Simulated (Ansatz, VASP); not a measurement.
## One calculation of Zr4B, two programs

```xyz
5
Lattice="-2.9531 2.9531 2.9531 2.9531 -2.9531 2.9531 2.9531 2.9531 -2.9531" Properties=species:S:1:pos:R:3 pbc="T T T"
Zr    1.4765    1.4765    1.4765
Zr    1.4765    1.4765   -1.4765
Zr    1.4765   -1.4765    1.4765
Zr   -1.4765    1.4765    1.4765
B     0.0000    0.0000    0.0000
```

Alike in both runs: functional PBE; k mesh 10 × 10 × 10; occupations gaussian, width 0.1 eV; no spin polarisation.

Ansatz relaxed the structure, and its values are those at the end. VASP's run is a single point on that final structure, the one shown.

|  | VASP | Ansatz |
| --- | --- | --- |
| version | VASP 6.6.1 | Ansatz 0.2.0 |
| potentials or method | VASP PAW PBE potentials, release 64 (Zr_sv, B) | scalar-relativistic, plane waves, PAW |
| plane-wave cutoff (eV) | 520 | 420 |
| valence electrons in the cell | 51 | 51 |

|  | VASP | Ansatz | Ansatz less VASP |
| --- | --- | --- | --- |
| gap on the k mesh at the Fermi level (eV) | none | none | - |
| pressure (GPa) | 0.0 | 0.0 | -0.05 |

A gap of «none» marks a metal or a gap that the smearing closes.
